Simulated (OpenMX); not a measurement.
# Moving the volume of the cell in BN

```xyz
4
Lattice="2.4982 0.0000 0.0000 -1.2491 2.1635 0.0000 0.0000 0.0000 6.6357" Properties=species:S:1:pos:R:3 pbc="T T T"
N     1.2491    0.7212    1.6589
N     0.0000    1.4424    4.9768
B     1.2491    0.7212    4.9768
B     0.0000    1.4424    1.6589
```

Kept alike: task single point; functional PBE; k mesh 9 × 9 × 3; occupations fermi-dirac, width 0.05 eV; no spin polarisation. Program: OpenMX, OpenMX 2013 PBE set, N6.0-s2p2d1, B7.0-s2p2d1, grid cutoff 400 Ry. The mesh is that of the run's cell of 4 atoms. No spin-orbit coupling.

| volume of cell, f (times the cell shown) | pressure (GPa) | free energy over the lowest row (meV/atom) |
| --- | --- | --- |
| 0.88 | 48.13 | 179.88 |
| 0.92 | ? | 90.44 |
| 0.96 | 18.38 | 34.64 |
| 1 | 7.03 | 4.85 |
| 1.04 | -2.45 | 0.00 |
| 1.08 | -10.42 | 14.69 |

Pressure is positive in compression. The cell shown is the unstrained one; x, y and z are its Cartesian axes; atoms keep their fractions.

Task: Fit the rows shown and predict the run at 0.92 times the cell shown.

Result: A least-squares parabola through the rows shown is pressure = 636.566 f² - 1539.4 f + 909.781 (largest miss 0.238); at f = 0.92 it gives 32.32 GPa. The run gave: pressure 31.91 GPa.
